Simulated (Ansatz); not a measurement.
MoS2:

```
CELL_PARAMETERS angstrom
3.56395 0.00000 0.00000
-1.78197 3.08647 0.00000
0.00000 0.00000 5.74939
ATOMIC_POSITIONS crystal
Mo 0.00000 0.00000 0.00000
S 0.33333 0.66667 0.25200
S 0.66667 0.33333 0.74800
```

Measurements of this composition are mostly on another form, of space group No. 194.

Base run:

```yaml
Program: Ansatz 0.2.0
Functional: PBEsol
Potentials_or_basis: Ansatz PAW
Cutoff: "420 eV (not typed: the program's choice for these potentials)"
k_mesh: 6 × 6 × 4
Occupations: gaussian, width 0.05 eV
Spin: collinear spin, ferromagnetic start
Starting_moments: "[1.0, 0.0, 0.0] μB"
Hubbard_terms: Mo d U = 7 eV
```

Its results: band gap on the k mesh none (metal or under the smearing width); pressure -0.5 GPa; net moment 2.06 μB per cell; site moments Mo +2.26; S -0.40 μB; largest force 0.023 eV/Å.

**Question.** The run is repeated on the same cell with these changes: functional from PBEsol to PBE; hubbard terms from Mo d U = 7 eV to Mo d U = 3 eV. What comes out?

**Answer.** Band gap on the k mesh none (metal or under the smearing width); pressure -2.6 GPa; net moment 2.00 μB per cell; site moments Mo +1.87; S -0.21 μB; largest force 0.560 eV/Å.

Several settings changed at once, so the effect can't be laid on one alone.

Caveats: the magnetic or orbital state may not be the lowest; this functional lacks dispersion, which binds the layers, so the pressure and a relaxed spacing across them are unreliable; the PAW data sets come from PBE, with cores solved anew for the run's functional, which leaves a small shift of forces and pressure (some runs).
